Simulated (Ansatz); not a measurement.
BN: projected density of states with RPBE+D4

The system is BN.

```
CELL_PARAMETERS angstrom
2.55199 0.01230 -0.01071
-1.26534 2.16320 -0.01458
-0.01773 -0.03811 4.31334
ATOMIC_POSITIONS crystal
N 0.33333 0.66667 0.12528
N 0.66667 0.33333 0.62528
B 0.33333 0.66667 0.49972
B 0.66667 0.33333 0.99972
```

The cell comes from a database or a generator and needn't be the stable form of this composition.

The cell isn't the ideal one: cell strained at random at fixed volume.

```yaml
Program: Ansatz 0.2.0
Task: projected density of states
Functional: RPBE
Dispersion: D4
Potentials_or_basis: Ansatz PAW polarizable
Cutoff: 420 eV
Density_cutoff: 1680 eV
k_mesh: 9 × 9 × 5
Occupations: gaussian, width 0.02 eV
Spin: collinear spin, antiferromagnetic start
Starting_moments: "[0.5, -0.5, 0.0, 0.0] μB"
Driver: chain
```

```yaml
Pressure: -8.6 GPa
Largest_force: 0.179 eV/Å
Band_gap_on_the_k_mesh: 5.11 eV, indirect (least direct gap 7.50 eV)
Net_moment: 0.00 μB per cell
Absolute_moment: 0.00 μB per cell
```

Forces in eV/Å, atoms in the order of the input:
```
N   -0.018 -0.043 -0.030
N    0.055  0.171 -0.005
B   -0.036 -0.126  0.007
B   -0.001 -0.001  0.028
```

Stress tensor (GPa, compression positive):
```
 -6.74  -4.20   2.75
 -4.20   9.08   5.91
  2.75   5.91 -28.13
```

Levels at points of the mesh, in eV from the valence-band top:
Spin up:
```csv
k point,band 4,band 5,band 6,band 7,band 8,band 9,band 10,band 11,band 12,band 13
"(0.00, 0.00, 0.00)",-2.03,-1.89,-0.48,-0.13,0.00,7.50,8.38,8.72,10.02,10.79
```
Spin down:
| k point | band 5 | band 6 | band 7 | band 8 | band 9 | band 10 | band 11 | band 12 |
| --- | --- | --- | --- | --- | --- | --- | --- | --- |
| (0.00, 0.00, 0.00) | -1.89 | -0.48 | -0.13 | 0.00 | 7.50 | 8.38 | 8.72 | 10.02 |

States per cell in windows of 1 eV (zero at the valence-band top; states under -8 eV left out):
```csv
from (eV),up,down,N 2p up,N 2p down,B 2p up,B 2p down,B 2s up,B 2s down
-8.0,0.50,0.50,0.31,0.31,0.11,0.11,0.06,0.06
-7.0,0.58,0.58,0.36,0.36,0.14,0.14,0.05,0.05
-6.0,0.64,0.64,0.42,0.42,0.16,0.16,0.04,0.04
-5.0,0.82,0.82,0.55,0.55,0.22,0.22,0.03,0.03
-4.0,1.06,1.06,0.74,0.74,0.27,0.27,0.03,0.03
-3.0,0.75,0.75,0.55,0.55,0.17,0.17,0.01,0.01
-2.0,0.36,0.36,0.28,0.28,0.07,0.07,0.00,0.00
-1.0,0.10,0.10,0.09,0.09,0.01,0.01,0.00,0.00
0.0,0.00,0.00,0.00,0.00,0.00,0.00,0.00,0.00
1.0,0.00,0.00,0.00,0.00,0.00,0.00,0.00,0.00
2.0,0.00,0.00,0.00,0.00,0.00,0.00,0.00,0.00
3.0,0.00,0.00,0.00,0.00,0.00,0.00,0.00,0.00
4.0,0.00,0.00,0.00,0.00,0.00,0.00,0.00,0.00
5.0,0.02,0.02,0.01,0.01,0.01,0.01,0.00,0.00
6.0,0.31,0.31,0.05,0.05,0.15,0.15,0.02,0.02
7.0,0.72,0.72,0.08,0.08,0.38,0.38,0.06,0.06
```

It took 48 s on 2 threads of Arm Neoverse V1 (shared host), peak memory 0.65 GiB.

Caveat: the potentials were made for another functional, which shifts forces and pressure; odd divisions of the mesh miss points on the zone boundary, where band edges often lie, so the gap on the mesh can be too wide; the pressure holds a Pulay correction of +0.9 GPa for the finite cutoff; the starting moments weren't kept. A k mesh can miss the band edges.
